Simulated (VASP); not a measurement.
# Ge3N4: relaxation of cell and atoms with PBE

Ge3N4:

```
Ge N
1.0
     8.12036    0.00000    0.00000
    -4.06018    7.03244    0.00000
     0.00000    0.00000    3.11033
Ge N
6 8
Direct
  0.82926 0.23556 0.75000
  0.59370 0.82926 0.25000
  0.23556 0.40630 0.25000
  0.76444 0.59370 0.75000
  0.40630 0.17074 0.75000
  0.17074 0.76444 0.25000
  0.66667 0.33333 0.75000
  0.33333 0.66667 0.25000
  0.66964 0.97272 0.75000
  0.69691 0.66964 0.25000
  0.97272 0.30309 0.25000
  0.02728 0.69691 0.75000
  0.33036 0.02728 0.25000
  0.30309 0.33036 0.75000
```

The cell is a database's computed one.

* Program: VASP 6.6.1
* Task: relaxation of cell and atoms
* Functional: PBE
* Potentials or basis: VASP PAW PBE potentials, release 64 (Ge_d, N)
* Cutoff: 600 eV
* k mesh: 5 × 5 × 10
* Occupations: gaussian, width 0.02 eV
* Spin: no spin polarisation
* Further INCAR settings: ALGO = Normal; EDIFF = 1e-06; IBRION = 2; EDIFFG = -0.005; NSW = 80; ISIF = 3

The pressure after relaxing is 0.0 GPa and the largest force after relaxing is 0.005 eV/Å. The band gap on the k mesh is 1.87 eV, direct.

Forces on the atoms (eV/Å):
```
Ge   0.003 -0.003  0.000
Ge   0.004  0.002  0.000
Ge  -0.001 -0.005  0.000
Ge   0.001  0.005  0.000
Ge  -0.004 -0.002  0.000
Ge  -0.003  0.003  0.000
N    0.000  0.000  0.000
N    0.000  0.000  0.000
N    0.001 -0.004  0.000
N    0.004 -0.002  0.000
N   -0.004 -0.003  0.000
N    0.004  0.003  0.000
N   -0.001  0.004  0.000
N   -0.004  0.002  0.000
```

Final structure:
```
CELL_PARAMETERS angstrom
8.12036 0.00000 0.00000
-4.06018 7.03244 0.00000
0.00000 0.00000 3.11033
ATOMIC_POSITIONS crystal
Ge 0.82926 0.23556 0.75000
Ge 0.59370 0.82926 0.25000
Ge 0.23556 0.40630 0.25000
Ge 0.76444 0.59370 0.75000
Ge 0.40630 0.17074 0.75000
Ge 0.17074 0.76444 0.25000
N 0.66667 0.33333 0.75000
N 0.33333 0.66667 0.25000
N 0.66963 0.97272 0.75000
N 0.69691 0.66963 0.25000
N 0.97272 0.30309 0.25000
N 0.02728 0.69691 0.75000
N 0.33037 0.02728 0.25000
N 0.30309 0.33036 0.75000
```

Levels at points of the mesh, in eV from the valence-band top:
```csv
k point,band 59,band 60,band 61,band 62,band 63,band 64,band 65,band 66
"(0.00, 0.00, 0.00)",-0.86,-0.44,-0.22,0.00,1.87,3.28,3.28,3.56
"(0.00, 0.00, 0.50)",-1.17,-1.17,-1.17,-1.17,4.24,4.24,4.24,4.24
```

Wall time 120 s on 8 MPI ranks on Intel(R) Xeon(R) 6975P-C (Granite Rapids), on a shared host, peak memory 0.58 GiB a rank.

Caveat: the relaxation stopped at its first step, so nothing moved; an odd mesh through Γ misses points on the zone boundary, where band edges often lie.
